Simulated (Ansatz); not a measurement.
Runs of Ansatz 0.2.0 on MnO. It takes space group Fm-3m (No. 225, cubic). Conventional cell: a = 4.444 Å, b = 4.444 Å, c = 4.444 Å, α = 90.00°, β = 90.00°, γ = 90.00°. Mn (site symmetry m-3m) has 6 O at 2.22 Å as nearest neighbours. O (site symmetry m-3m) is surrounded by 6 Mn at 2.22 Å. 

```tsv
level	spin	U	fixed moment (μB)	cutoff (eV)	gap on the mesh (eV)	pressure (GPa)	moment (μB)
LDA+U	collinear, program default start	Mn d U = 7 eV	-	420	(b)	0.5	5.00
r2SCAN+U	collinear, ferromagnetic start	Mn d U = 6 eV	-	500	1.15	(a)	5.00
r2SCAN+U	collinear, program default start	Mn d U = 5 eV	-	500	1.03	6.3	5.00
LDA+U	collinear, ferromagnetic start	Mn d U = 5 eV	1	420	-	-23.7	1.00
r2SCAN+U	collinear, ferromagnetic start	Mn d U = 5 eV	-	500	1.03	6.3	5.00
```

Alike in all rows: task single point; potentials or basis Ansatz PAW; cell as given; k mesh 7 × 7 × 7; smearing gaussian 0.05 eV.

Question: Fill in the values left out.

Answer: (a) 7.3; (b) 0.67.

Caveats: the magnetic or orbital state may not be the lowest; a cell with one magnetic atom can't hold antiferromagnetic order, which such compounds often take; the PAW data sets come from PBE, with cores solved anew for the run's functional, which leaves a small shift of forces and pressure; odd divisions of the mesh miss points on the zone boundary, where band edges often lie, so the gap on the mesh can be too wide (some runs); the total moment is fixed, so each spin has its own Fermi level (some runs); the thresholds are loose for stress (some runs).

A k mesh can miss the band edges.
